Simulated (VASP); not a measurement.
Runs of VASP 6.6.1 on HfO2. Symmetry: Pca2_1, No. 29, orthorhombic system. The conventional cell has a = 5.219 Å, b = 5.005 Å, c = 5.033 Å, α = 90.00°, β = 90.00°, γ = 90.00°. Around Hf (site symmetry 1) lie 7 O at 2.02 to 2.23 Å. Around O (site symmetry 1) lie 3 Hf at 2.02 to 2.13 Å. O (site symmetry 1) has 4 Hf at 2.11 to 2.23 Å as nearest neighbours. Measurements of this composition are mostly on another form, of space group No. 14.

```tsv
level	gap on the mesh (eV)	pressure (GPa)	relaxed volume (Å³/atom)	largest force (eV/Å)
RPBE+D3	(c)	0.0	(a)	-
PBEsol+rVV10	(b)	0.0	10.84	0.01
optB88-vdW	4.38	-0.1	11.16	0.01
PBEsol+D4	4.38	0.0	10.79	-
vdW-DF-cx	4.39	0.0	10.94	0.01
```

Alike in all rows: task relaxation of cell and atoms; potentials or basis VASP PAW PBE potentials, release 64 (Hf_pv, O); no spin polarisation; cell relaxed; k mesh 5 × 6 × 5; cutoff (eV) 600; smearing fermi-dirac 0.05 eV.

Question: Estimate the missing entries.

Answer: (a) 11.24; (b) 4.35; (c) 4.44.

Caveats: the PAW data sets were made with another functional, which shifts forces and pressure a little; spin-orbit coupling is left out, which moves the levels of the heavy elements; an odd mesh through Γ misses points on the zone boundary, where band edges often lie.

A k mesh can miss the band edges, and the runs leave out spin-orbit coupling on Hf.

Runs at the PBE level aren't shown here.
